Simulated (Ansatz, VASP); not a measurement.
**CdS (Hawleyite) in VASP and in Ansatz**

```
Cd S
1.0
     0.00000    2.91650    2.91650
     2.91650    0.00000    2.91650
     2.91650    2.91650    0.00000
Cd S
1 1
Direct
  0.00000 0.00000 0.00000
  0.75000 0.75000 0.75000
```

Alike in both runs: functional LDA; k mesh 8 × 8 × 8; occupations fermi-dirac, width 0.05 eV; no spin polarisation.

```csv
,VASP,Ansatz
version,VASP 6.6.1,Ansatz 0.2.0
potentials or method,"VASP PAW LDA potentials, release 64 (Cd, S), cutoff 520 eV","all-electron LAPW, scalar-relativistic"
task,single point,band structure
```

VASP gave:

| Property | Result |
| --- | --- |
| gap on the k mesh at the Fermi level (eV) | 0.89 |
| least direct gap on the mesh (eV) | 0.89 |
| pressure (GPa) | -2.0 |

Q: What did Ansatz give for the same quantities?

A: gap on the k mesh at the Fermi level (eV): 0.86; least direct gap on the mesh (eV): 0.86; pressure (GPa): -2.4.

Ansatz ran all-electron here, so the differences hold the error of VASP's frozen core and of both bases.

Expect the measured gap to be larger: semilocal functionals such as LDA lack the derivative discontinuity.
